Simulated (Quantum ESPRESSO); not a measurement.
# CaF2 (Fluorite) under changes of volume

One of the cells (13.579 Å³/atom); the others are scaled copies at fixed shape and fractional positions:

```
Ca F
1.0
     0.00000    2.73100    2.73100
     2.73100    0.00000    2.73100
     2.73100    2.73100    0.00000
Ca F
1 2
Direct
  0.00000 0.00000 0.00000
  0.75000 0.75000 0.75000
  0.25000 0.25000 0.25000
```

* Program: Quantum ESPRESSO 7.5
* Functional: LDA
* Potentials or basis: PseudoDojo 0.4.1 SR LDA standard
* Cutoff: 1143 eV
* Density cutoff: 4572 eV
* k mesh: 8 × 8 × 8
* Occupations: fermi-dirac, width 0.05 eV
* Spin: no spin polarisation

| volume (Å³/atom) | energy over the lowest point (meV/atom) | pressure (GPa) | gap on the mesh (eV) |
| --- | --- | --- | --- |
| 12.764 | 0.00 | -1.7 | 7.32 |
| 13.036 | 4.43 | -3.6 | 7.19 |
| 13.308 | 11.88 | -5.2 | 7.07 |
| 13.579 | ? | ? | ? |
| 13.851 | 34.47 | -8.0 | 6.83 |
| 14.122 | 49.06 | -9.2 | 6.72 |
| 14.394 | 65.49 | -10.2 | 6.61 |

What does the run at 13.579 Å³/atom give?

Energy over the lowest point 21.99 meV/atom; pressure -6.7 GPa; gap on the mesh 6.95 eV.

Worked out: A Birch-Murnaghan fit of order 3 (a polynomial in V^(-2/3)) to the other rows has its minimum at 12.55 Å³/atom, just outside them, with B0 = V·E''(V) = 102 GPa and B' = 4.7. It gives 21.98 meV/atom at 13.579 Å³/atom, against the run's 21.99, and -dE/dV = -6.7 GPa, against -6.7. A straight line through the other rows of the gap, of slope -5.91 eV per unit of ln V, gives 6.95 eV, against the run's 6.95.

Energies are extrapolated to zero smearing.

A mesh can miss the band edges.
